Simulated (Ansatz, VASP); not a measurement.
# Li in VASP and in Ansatz

```
CELL_PARAMETERS angstrom
0.00000 3.09453 3.09453
3.09453 0.00000 3.09453
3.09453 3.09453 0.00000
ATOMIC_POSITIONS crystal
Li 0.25000 0.25000 0.25000
Li 0.75000 0.75000 0.75000
Li 0.50000 0.50000 0.50000
```

Alike in both runs: task relaxation of cell and atoms; functional PBE; k mesh 6 × 6 × 6; occupations gaussian, width 0.1 eV; no spin polarisation.

|  | VASP | Ansatz |
| --- | --- | --- |
| version | VASP 6.6.1 | Ansatz 0.2.0 |
| potentials or method | VASP PAW PBE potentials, release 64 (Li_sv) | scalar-relativistic, plane waves, PAW |
| plane-wave cutoff (eV) | 600 | 420 |
| valence electrons in the cell | 9 | 9 |

|  | VASP | Ansatz | Ansatz less VASP |
| --- | --- | --- | --- |
| gap on the k mesh at the Fermi level, each at its own relaxed structure (eV) | none | none | - |
| relaxed volume (Å³/atom) | 24.00 | 24.00 | -0.006 |
| relaxed cell length with the largest relative difference (Å) | 4.670 | 4.669 | -0.0004 |
| energy change over the relaxation (meV/atom) | -36 | -37 | -1.6 |

A gap of «none» marks a metal or a gap that the smearing closes.

Caveats: the cutoff is under 1.25 times the usual one of these potentials, so pressure, stress and relaxed cells hold a basis-set (Pulay) error (VASP); the volume moved by over 15 % at a fixed basis, so the end points are rough (VASP).
